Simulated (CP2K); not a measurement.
# Cu (Fm-3m) in CP2K: notebook

The runs below take Cu through single point, equation of state, with LDA.

All numbers are computed with CP2K 2026.2; they aren't measurements. Logs are shortened: lines on timing, memory, paths and dates and some standing lists are left out, and cuts for length are marked.

### Step 1. The crystal as given

Symmetry: Fm-3m, No. 225, cubic system. Conventional cell: a = 3.615 Å, b = 3.615 Å, c = 3.615 Å, α = 90.00°, β = 90.00°, γ = 90.00°. Around Cu (site symmetry m-3m) lie 12 Cu at 2.56 Å.

### Step 2. Single point, LDA, 11.81 Å³/atom

Contents of cu_eos.inp:

```
&GLOBAL
  PROJECT cu_eos
  RUN_TYPE ENERGY_FORCE
  PRINT_LEVEL LOW
&END GLOBAL
&FORCE_EVAL
  METHOD QS
  STRESS_TENSOR ANALYTICAL
  &DFT
    BASIS_SET_FILE_NAME BASIS_MOLOPT_UZH
    POTENTIAL_FILE_NAME GTH_POTENTIALS
    &MGRID
      CUTOFF 450
      REL_CUTOFF 60
      NGRIDS 5
    &END MGRID
    &QS
      METHOD GPW
      EPS_DEFAULT 1.0E-9
    &END QS
    &KPOINTS
      SCHEME MONKHORST-PACK 13 13 13
      GAMMA_CENTERED T
      SYMMETRY T
      SYMMETRY_BACKEND SPGLIB
    &END KPOINTS
    &SCF
      SCF_GUESS ATOMIC
      EPS_SCF 1.0E-6
      MAX_SCF 100
      ADDED_MOS 11
      CHOLESKY OFF
      EPS_EIGVAL 1.0E-7
      &DIAGONALIZATION ON
        ALGORITHM STANDARD
      &END DIAGONALIZATION
      &MIXING ON
        METHOD BROYDEN_MIXING
        ALPHA 0.4
        BETA 1.5
        NBUFFER 8
      &END MIXING
      &SMEAR ON
        METHOD FERMI_DIRAC
        ELECTRONIC_TEMPERATURE [K] 580.226
      &END SMEAR
    &END SCF
    &XC
      &XC_FUNCTIONAL
        &LDA_X
        &END LDA_X
        &LDA_C_PW
        &END LDA_C_PW
      &END XC_FUNCTIONAL
    &END XC
    &PRINT
      &KPOINTS ON
      &END KPOINTS
      &MULLIKEN ON
      &END MULLIKEN
      &MO ON
        ENERGIES T
        OCCUPATION_NUMBERS T
        &EACH
          QS_SCF 0
        &END EACH
        ADD_LAST NUMERIC
      &END MO
    &END PRINT
  &END DFT
  &SUBSYS
    &CELL
      A 2.5561910140 0.0000000000 0.0000000000
      B 1.2780955070 2.2137263550 0.0000000000
      C 1.2780955070 0.7379087850 2.0871212231
      PERIODIC XYZ
    &END CELL
    &COORD
      SCALED
      Cu  0.0000000000 0.0000000000 0.0000000000
    &END COORD
    &KIND Cu
      BASIS_SET TZVP-MOLOPT-PBE-GTH-q11
      POTENTIAL GTH-PADE-q11
    &END KIND
    &PRINT
      &ATOMIC_COORDINATES ON
      &END ATOMIC_COORDINATES
      &CELL ON
      &END CELL
    &END PRINT
  &END SUBSYS
  &PRINT
    &FORCES ON
    &END FORCES
    &STRESS_TENSOR ON
    &END STRESS_TENSOR
  &END PRINT
&END FORCE_EVAL
```

Potentials or basis: GTH_POTENTIALS Cu GTH-PADE-q11; TZVP-MOLOPT-PBE-GTH basis.

The run is started by

```bash
OMP_NUM_THREADS=1 cp2k.psmp -i cu_eos.inp -o cu_eos.out
```

cu_eos.out:

```text

 CP2K| version string:                                       CP2K version 2026.2
 CP2K| Input file name                                                cu_eos.inp

 GLOBAL| Force Environment number                                              1
 GLOBAL| Basis set file name                                    BASIS_MOLOPT_UZH
 GLOBAL| Potential file name                                      GTH_POTENTIALS
 GLOBAL| MM Potential file name                                     MM_POTENTIAL
 GLOBAL| Coordinate file name                                      __STD_INPUT__
 GLOBAL| Method name                                                        CP2K
 GLOBAL| Project name                                                     cu_eos
 GLOBAL| Run type                                                   ENERGY_FORCE
 GLOBAL| FFT library                                                       FFTW3
 GLOBAL| Diagonalization library                                       ScaLAPACK
 GLOBAL| Cholesky decomposition library                                ScaLAPACK
 GLOBAL| DGEMM library                                                      BLAS
 GLOBAL| Direct generalized diagonalization requested                          F
 GLOBAL| Matrix multiplication library                                 ScaLAPACK
 GLOBAL| Global print level                                                  LOW
 GLOBAL| Total number of message passing processes                             1
 GLOBAL| Number of threads for this process                                    1
 GLOBAL| CPU model name                                                  UNKNOWN

 CELL| Volume [angstrom^3]:                                            11.810408
 CELL| Vector a [angstrom]:       2.556     0.000     0.000   |a| =     2.556191
 CELL| Vector b [angstrom]:       1.278     2.214     0.000   |b| =     2.556191
 CELL| Vector c [angstrom]:       1.278     0.738     2.087   |c| =     2.556191
 CELL| Angle (b,c), alpha [degree]:                                    60.000000
 CELL| Angle (a,c), beta  [degree]:                                    60.000000
 CELL| Angle (a,b), gamma [degree]:                                    60.000000
 CELL| Numerically orthorhombic:                                              NO
 CELL| Periodicity                                                           XYZ

 CELL_REF| Volume [angstrom^3]:                                        11.810408
 CELL_REF| Vector a [angstrom     2.556     0.000     0.000   |a| =     2.556191
 CELL_REF| Vector b [angstrom     1.278     2.214     0.000   |b| =     2.556191
 CELL_REF| Vector c [angstrom     1.278     0.738     2.087   |c| =     2.556191
 CELL_REF| Angle (b,c), alpha [degree]:                                60.000000
 CELL_REF| Angle (a,c), beta  [degree]:                                60.000000
 CELL_REF| Angle (a,b), gamma [degree]:                                60.000000
 CELL_REF| Numerically orthorhombic:                                          NO
 CELL_REF| Periodicity                                                       XYZ
[... 9 lines left out ...]
 TOTAL NUMBERS AND MAXIMUM NUMBERS

  Total number of            - Atomic kinds:                                   1
                             - Atoms:                                          1
                             - Shell sets:                                     1
                             - Shells:                                        10
                             - Primitive Cartesian functions:                  6
                             - Cartesian basis functions:                     40
                             - Spherical basis functions:                     34

  Maximum angular momentum of the orbital basis functions:                     3

 MODULE QUICKSTEP: ATOMIC COORDINATES IN ANGSTROM

   Atom Kind Element         X             Y             Z       Z(eff)     Mass
      1    1 Cu   29      0.000000      0.000000      0.000000  11.0000  63.5460

 SCF PARAMETERS         Density guess:                                    ATOMIC
                        --------------------------------------------------------
                        max_scf:                                             100
[... 7 lines left out ...]
                        --------------------------------------------------------
                        level_shift [a.u.]:                             0.000000
                        added MOs                                        11    0
                        --------------------------------------------------------
                        Mixing method:                            BROYDEN_MIXING
[... 11 lines left out ...]
 *******************************************************************************
 BRILLOUIN| K-point scheme                                        Monkhorst-Pack
[... 39 lines left out ...]
     6 Broy./Diag. 0.40E+00   17.5     0.00035428       -48.0946540617 -1.31E-02
     7 Broy./Diag. 0.40E+00   17.7     0.00021549       -48.0897483117  4.91E-03
     8 Broy./Diag. 0.40E+00   17.5     0.00006757       -48.0884452099  1.30E-03
     9 Broy./Diag. 0.40E+00   17.4     0.00001233       -48.0893414283 -8.96E-04
    10 Broy./Diag. 0.40E+00   17.5     0.00000771       -48.0894152488 -7.38E-05
    11 Broy./Diag. 0.40E+00   17.5     0.00000029       -48.0893733978  4.19E-05

  *** SCF run converged in    11 steps ***

  Electronic density on regular grids:        -10.9999998299        0.0000001701
  Core density on regular grids:               10.9999999876       -0.0000000124
  Total charge density on r-space grids:        0.0000001576
  Total charge density g-space grids:           0.0000001576

  Overlap energy of the core charge distribution:               0.00000001741095
  Self energy of the core charge distribution:                -64.40277321630049
  Core Hamiltonian energy:                                     21.56750526000023
  Hartree energy:                                               2.31892128650549
  Exchange-correlation energy:                                 -7.57293073756682
  Electronic entropic energy:                                  -0.00009600784397
  Fermi energy:                                                 0.22245548777374

  Total energy:                                               -48.08937339780276
  Total energy (extrapolated to T->0):                        -48.08932539388077

 MO| EIGENVALUES AND OCCUPATION NUMBERS FOR K POINT 1
 MO|
 MO|  Index      Eigenvalue [a.u.]        Eigenvalue [eV]             Occupation
 MO|      1               0.024929               0.678342               2.000000
 MO|      2               0.099872               2.717660               2.000000
 MO|      3               0.099874               2.717699               2.000000
 MO|      4               0.152487               4.149395               2.000000
 MO|      5               0.152490               4.149474               2.000000
 MO|      6               0.169156               4.602969               2.000000
[... 9 lines left out ...]
 MO|     16               1.952932              53.141969               0.000000
 MO|     17               2.145226              58.374572               0.000000
 MO| Sum:                                                              12.000000
 MO| E(Fermi):            0.222455 a.u.          6.053322 eV

 MO| EIGENVALUES AND OCCUPATION NUMBERS FOR K POINT 2
 MO|
 MO|  Index      Eigenvalue [a.u.]        Eigenvalue [eV]             Occupation
 MO|      1               0.027184               0.739717               2.000000
 MO|      2               0.097510               2.653371               2.000000
 MO|      3               0.103035               2.803722               2.000000
 MO|      4               0.124676               3.392594               2.000000
 MO|      5               0.153025               4.164014               2.000000
 MO|      6               0.184941               5.032510               2.000000
[... 267 lines left out ...]
 MO| EIGENVALUES AND OCCUPATION NUMBERS FOR K POINT 14
 MO|
 MO|  Index      Eigenvalue [a.u.]        Eigenvalue [eV]             Occupation
 MO|      1               0.023742               0.646040               2.000000
 MO|      2               0.098936               2.692198               2.000000
 MO|      3               0.103119               2.806015               2.000000
 MO|      4               0.119891               3.262404               2.000000
 MO|      5               0.146746               3.993166               2.000000
 MO|      6               0.175416               4.773306               2.000000
[... 9 lines left out ...]
 MO|     16               1.937085              52.710756               0.000000
 MO|     17               2.170243              59.055328               0.000000
 MO| Sum:                                                              12.000000
 MO| E(Fermi):            0.222455 a.u.          6.053322 eV

 [... the levels of further k-points ...]

 !-----------------------------------------------------------------------------!
                     Mulliken Population Analysis

 #  Atom  Element  Kind  Atomic population                           Net charge
       1     Cu       1         11.000000                              0.000000
 # Total charge                             11.000000                  0.000000

 !-----------------------------------------------------------------------------!

 ENERGY| Total FORCE_EVAL ( QS ) energy [hartree]            -48.089370722172731

 FORCES| Atomic forces [hartree/bohr]
 FORCES|   Atom     x               y               z               |f|
 FORCES|      1 -4.50423246E-15 -5.22103793E-15 -7.14903111E-15   9.93257233E-15
 FORCES| Sum    -4.50423246E-15 -5.22103793E-15 -7.14903111E-15
 FORCES| Total atomic force                                       9.93257233E-15

 STRESS| Analytical stress tensor [bar]
 STRESS|                        x                   y                   z
 STRESS|      x       -1.01393429531E+05   8.41876231632E-01  -8.76708593150E-01
 STRESS|      y        8.41876231632E-01  -1.01382727621E+05   3.43194544102E+00
 STRESS|      z       -8.76708593150E-01   3.43194544102E+00  -1.01380981680E+05
 STRESS| 1/3 Trace                                            -1.01385712944E+05
 STRESS| Determinant                                          -1.04215010332E+15

 STRESS| Eigenvectors and eigenvalues of the analytical stress tensor [bar]
 STRESS|                        1                   2                   3
 STRESS| Eigenvalues  -1.01393607705E+05  -1.01385219772E+05  -1.01378311355E+05
 STRESS|      x           0.989379739380      0.144877340101     -0.011759576069
 STRESS|      y          -0.107437676326      0.783390686804      0.612173323116
 STRESS|      z           0.097902385108     -0.604408461352      0.790636158316
```

It took 3.9 min on 1 thread of Arm Neoverse V2, shared host; peak memory 0.35 GiB.

Results:

```
Free energy            : -1308.5783 eV
Pressure               : -10.1 GPa
Band gap on the k mesh : none (metal or under the smearing width)
```

Caveat: the basis of atomic orbitals isn't converged, which shifts pressures, moduli and gaps.

### Step 3. Single point, LDA, 11.57 Å³/atom (volume scaled by 0.98)

Changes to cu_eos.inp since step 2:

```diff
@@ -11,2 +11,3 @@
     POTENTIAL_FILE_NAME GTH_POTENTIALS
+    WFN_RESTART_FILE_NAME previous-RESTART.kp
     &MGRID
@@ -27,3 +28,3 @@
     &SCF
-      SCF_GUESS ATOMIC
+      SCF_GUESS RESTART
       EPS_SCF 1.0E-6
@@ -72,5 +73,5 @@
     &CELL
-      A 2.5561910140 0.0000000000 0.0000000000
-      B 1.2780955070 2.2137263550 0.0000000000
-      C 1.2780955070 0.7379087850 2.0871212231
+      A 2.5390348527 0.0000000000 0.0000000000
+      B 1.2695174263 2.1988686835 0.0000000000
+      C 1.2695174263 0.7329562278 2.0731132760
       PERIODIC XYZ
```

Potentials or basis: GTH_POTENTIALS Cu GTH-PADE-q11; TZVP-MOLOPT-PBE-GTH basis.

The run is started by

```bash
OMP_NUM_THREADS=1 cp2k.psmp -i cu_eos.inp -o cu_eos.out
```

It took 2.8 min on 1 thread of Arm Neoverse V2, shared host; peak memory 0.35 GiB.

Results (log left out):

```
Free energy            : -1308.5912 eV
Pressure               : -7.3 GPa
Band gap on the k mesh : none (metal or under the smearing width)
```

Caveat: the basis of atomic orbitals isn't converged, which shifts pressures, moduli and gaps.

### Step 4. Single point, LDA, 12.05 Å³/atom (volume scaled by 1.02)

Changes to cu_eos.inp since step 3:

```diff
@@ -73,5 +73,5 @@
     &CELL
-      A 2.5390348527 0.0000000000 0.0000000000
-      B 1.2695174263 2.1988686835 0.0000000000
-      C 1.2695174263 0.7329562278 2.0731132760
+      A 2.5731199247 0.0000000000 0.0000000000
+      B 1.2865599623 2.2283872217 0.0000000000
+      C 1.2865599623 0.7427957406 2.1009436208
       PERIODIC XYZ
```

The run is started by

```bash
OMP_NUM_THREADS=1 cp2k.psmp -i cu_eos.inp -o cu_eos.out
```

Wall time 2.5 min (1 thread of Arm Neoverse V2, shared host); peak memory 0.33 GiB.

The run converged. Its results:

```yaml
Free_energy: -1308.5615 eV
Pressure: -12.6 GPa
Band_gap_on_the_k_mesh: none (metal or under the smearing width)
```

Caveat: the basis of atomic orbitals isn't converged, which shifts pressures, moduli and gaps.

### Step 5. Single point, LDA, 11.34 Å³/atom (volume scaled by 0.96)

Changes to cu_eos.inp since step 4:

```diff
@@ -73,5 +73,5 @@
     &CELL
-      A 2.5731199247 0.0000000000 0.0000000000
-      B 1.2865599623 2.2283872217 0.0000000000
-      C 1.2865599623 0.7427957406 2.1009436208
+      A 2.5216436572 0.0000000000 0.0000000000
+      B 1.2608218286 2.1838074664 0.0000000000
+      C 1.2608218286 0.7279358221 2.0589134244
       PERIODIC XYZ
```

The run is started by

```bash
OMP_NUM_THREADS=1 cp2k.psmp -i cu_eos.inp -o cu_eos.out
```

Run time: 3.1 min. Hardware: 1 thread of Arm Neoverse V2, shared host; peak memory 0.34 GiB.

Results (log left out):

```yaml
Free_energy: -1308.5997 eV
Pressure: -4.1 GPa
Band_gap_on_the_k_mesh: none (metal or under the smearing width)
```

Caveat: the basis of atomic orbitals isn't converged, which shifts pressures, moduli and gaps.

### Step 6. Single point, LDA, 12.28 Å³/atom (volume scaled by 1.04)

Changes to cu_eos.inp since step 5:

```diff
@@ -73,5 +73,5 @@
     &CELL
-      A 2.5216436572 0.0000000000 0.0000000000
-      B 1.2608218286 2.1838074664 0.0000000000
-      C 1.2608218286 0.7279358221 2.0589134244
+      A 2.5898289638 0.0000000000 0.0000000000
+      B 1.2949144819 2.2428576741 0.0000000000
+      C 1.2949144819 0.7476192247 2.1145864941
       PERIODIC XYZ
```

Potentials or basis: GTH_POTENTIALS Cu GTH-PADE-q11; TZVP-MOLOPT-PBE-GTH basis.

The run is started by

```bash
OMP_NUM_THREADS=1 cp2k.psmp -i cu_eos.inp -o cu_eos.out
```

It took 2.4 min on 1 thread of Arm Neoverse V2, shared host; peak memory 0.33 GiB.

It converged, with:

```yaml
Free_energy: -1308.5413 eV
Pressure: -14.8 GPa
Band_gap_on_the_k_mesh: none (metal or under the smearing width)
```

Caveat: the basis of atomic orbitals isn't converged, which shifts pressures, moduli and gaps.

### Step 7. Single point, LDA, 11.10 Å³/atom (volume scaled by 0.94)

Changes to cu_eos.inp since step 6:

```diff
@@ -73,5 +73,5 @@
     &CELL
-      A 2.5898289638 0.0000000000 0.0000000000
-      B 1.2949144819 2.2428576741 0.0000000000
-      C 1.2949144819 0.7476192247 2.1145864941
+      A 2.5040092085 0.0000000000 0.0000000000
+      B 1.2520046043 2.1685355859 0.0000000000
+      C 1.2520046043 0.7228451953 2.0445149574
       PERIODIC XYZ
```

The run is started by

```bash
OMP_NUM_THREADS=1 cp2k.psmp -i cu_eos.inp -o cu_eos.out
```

Wall time 2.8 min (1 thread of Arm Neoverse V2, shared host); peak memory 0.35 GiB.

Results (log left out):

```
Free energy            : -1308.6030 eV
Pressure               : -0.5 GPa
Band gap on the k mesh : none (metal or under the smearing width)
```

Caveat: the basis of atomic orbitals isn't converged, which shifts pressures, moduli and gaps.

### Step 8. Single point, LDA, 12.52 Å³/atom (volume scaled by 1.06)

Changes to cu_eos.inp since step 7:

```diff
@@ -73,5 +73,5 @@
     &CELL
-      A 2.5040092085 0.0000000000 0.0000000000
-      B 1.2520046043 2.1685355859 0.0000000000
-      C 1.2520046043 0.7228451953 2.0445149574
+      A 2.6063251344 0.0000000000 0.0000000000
+      B 1.3031625672 2.2571437769 0.0000000000
+      C 1.3031625672 0.7523812590 2.1280555610
       PERIODIC XYZ
```

The run is started by

```bash
OMP_NUM_THREADS=1 cp2k.psmp -i cu_eos.inp -o cu_eos.out
```

Wall time 2.6 min (1 thread of Arm Neoverse V2, shared host); peak memory 0.32 GiB.

The run converged. Its results:

```yaml
Free_energy: -1308.5181 eV
Pressure: -16.7 GPa
Band_gap_on_the_k_mesh: none (metal or under the smearing width)
```

Caveat: the basis of atomic orbitals isn't converged, which shifts pressures, moduli and gaps.

### Step 9. Equation of state, LDA

Potentials or basis: GTH_POTENTIALS Cu GTH-PADE-q11; TZVP-MOLOPT-PBE-GTH basis.

No new run: the results of the series are fitted here.

Results:

```yaml
Equilibrium_volume: "11.08 Å³/atom (rough: see the caveat)"
Bulk_modulus: 186 GPa (rough)
```

Energy against volume, from the lowest point:
| volume (Å³/atom) | energy (meV/atom) |
| --- | --- |
| 11.102 | 0.00 |
| 11.338 | 3.35 |
| 11.574 | 11.83 |
| 11.810 | 24.71 |
| 12.047 | 41.51 |
| 12.283 | 61.72 |
| 12.519 | 84.93 |

Caveat: the minimum lies outside the volumes run; the basis of atomic orbitals isn't converged, which shifts pressures, moduli and gaps.
